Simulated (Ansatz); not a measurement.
# TiC (WC type): how the settings move a relaxation

Question: which choices in the input matter for TiC (WC type)?

Program: Ansatz 0.2.0. Level of theory: reference: DFT, PBE, PAW with Ansatz's default frozen-core files, scalar-relativistic. These are calculated values, not measurements.

## 1. The system as given

Symmetry: P-6m2, No. 187, hexagonal system. The conventional cell has a = 2.971 Å, b = 2.971 Å, c = 2.911 Å, α = 90.00°, β = 90.00°, γ = 120.00°. Ti (site symmetry -6m2) has 6 C at 2.25 Å as nearest neighbours. C (site symmetry -6m2) has 6 Ti at 2.25 Å as nearest neighbours.

Structure file:

```cif
data_structure
_symmetry_space_group_name_H-M 'P-6m2'
_symmetry_Int_Tables_number 187
_cell_length_a 2.9706
_cell_length_b 2.9706
_cell_length_c 2.9112
_cell_angle_alpha 90.000
_cell_angle_beta 90.000
_cell_angle_gamma 120.000
_cell_volume 22.25
loop_
_atom_site_label
_atom_site_type_symbol
_atom_site_symmetry_multiplicity
_atom_site_Wyckoff_symbol
_atom_site_fract_x
_atom_site_fract_y
_atom_site_fract_z
_atom_site_occupancy
Ti1 Ti 1 a 0.00000 0.00000 0.00000 1
C1 C 1 d 0.33333 0.66667 0.50000 1
```

## 2. Reference

input.yaml reads:

```yaml
crystal:
  lattice:
    - [2.9705734512, 0.0, 0.0]
    - [-1.4852867256, 2.5725920725, 0.0]
    - [0.0, 0.0, 2.9111619821]
  atoms:
    - { symbol: Ti, position: [0.0, 0.0, 0.0] }
    - { symbol: C, position: [0.3333333333, 0.6666666667, 0.5] }
kpoints:
  mp_grid: { grid: [16, 16, 14] }
scf:
  occupations: { method: fermi_dirac, width: 0.08 }
hamiltonian:
  xc: pbe
  pseudopotentials: { kind: paw }
output:
  forces: true
  stress: true
relax:
  f_tol: 0.005
  max_steps: 80
  cell: {}
```

Started as:

```sh
> ansatz run input.yaml --threads 1 --pin off --max-ram 2048MiB --backend cpu --events-out ev --progress --plain --runs-dir out
```

## 3. Variant: f_tol 0.1, max_displacement 0.5

Changes to input.yaml since step 2:

```diff
@@ -18,5 +18,10 @@
   stress: true
+  write_density: true
+  write_potential: true
+  elf: true
+  volumetric_format: npy
 relax:
-  f_tol: 0.005
+  f_tol: 0.1
   max_steps: 80
   cell: {}
+  max_displacement: 0.5
```

Before running it: what results should come out? Wanted: for each run, ending; energy change; pressure; gap; force.

**Answer**, as computed:

| run | ending | energy change | pressure (GPa) | gap (eV) | force (eV/Å) | cycles | time |
| --- | --- | --- | --- | --- | --- | --- | --- |
| reference | converged | 0 | 0.0 | 0.00 | 0.00 | 55 | 57 s |
| 1: f_tol 0.1, max_displacement 0.5 | converged | 0.0 meV/atom | 0.0 | 0.00 | 0.00 | 49 | 57 s |

Times don't compare one to one where runs were asked for different outputs or read a saved state (see the inputs); cycles may leave out searches for a lower state.

What this shows: With the changed convergence setting and walk settings the energy agrees within 0.5 meV/atom. The reference leaves spin out although Ti can carry a moment, so its state need not be the lowest.
